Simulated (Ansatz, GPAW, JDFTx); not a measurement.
## One calculation of InP, 4 ways

```
In P
1.0
     0.00000    2.93050    2.93050
     2.93050    0.00000    2.93050
     2.93050    2.93050    0.00000
In P
1 1
Cartesian
  0.0000 0.0000 0.0000
  4.3957 4.3957 4.3957
```

Alike in all runs: task band structure; functional BLYP; k mesh 8 × 8 × 8; occupations fermi-dirac, width 0.05 eV; no spin polarisation; no spin-orbit coupling. Pressure is positive in compression and, in plane waves, holds the error of the finite cutoff, which Ansatz's Pulay term estimates and takes out. Gaps are the smaller of the mesh's and the band path's.

```csv
program and potentials,plane-wave cutoff (eV),notes,band gap (eV),pressure (GPa)
"Ansatz, Ansatz PAW",420,"potentials made for PBE, which Ansatz adapts in part; Pulay term of +0.03 GPa included",0.60,6.75
"Ansatz, all-electron LAPW, scalar-relativistic",-,-,0.60,6.74
"GPAW, PAW data sets generated for this functional",600,-,0.60,6.41
"JDFTx, PseudoDojo-SR-PBE-0.5-standard with smoothed tails",952,potentials made for PBE,0.63,-
```

The band gap spans 0.60 (GPAW, PAW data sets generated for this functional) to 0.63 eV (JDFTx, PseudoDojo-SR-PBE-0.5-standard with smoothed tails), with all-electron results at 0.60. The pressure spans 6.41 (GPAW, PAW data sets generated for this functional) to 6.75 GPa (Ansatz, Ansatz PAW), with all-electron results at 6.74. Some sets were made for another functional than the one run, which can shift their rows. The paths' points differ, which is worth about 0.01 eV.

The functional is the same throughout but for its coding, so the spread measures potentials, basis and numerics; runs on potential files found faulty are left out.

The four runs agree closely on the gap, so its value belongs to BLYP at this geometry rather than to any one code. It is far below the measured gap of zinc-blende InP, as expected of a semilocal functional, whose Kohn-Sham gap lacks the derivative discontinuity.

The positive pressure in every run that reports one shows that BLYP favours a larger cell than this one, which is close to the experimental size. This fits the functional's known tendency to underbind semiconductors and overestimate their lattice constants. Relaxing the volume would probably narrow the gap further: the conduction-band minimum at Γ is an antibonding state of largely s character, and it falls relative to the P 3p-derived valence-band top as the bonds lengthen.

GPAW matches the all-electron gap but gives a lower pressure, perhaps through its data sets or residual basis error, so agreement in the gap doesn't guarantee an equally accurate equation of state. A single volume fixes neither the equilibrium lattice constant nor the bulk modulus.
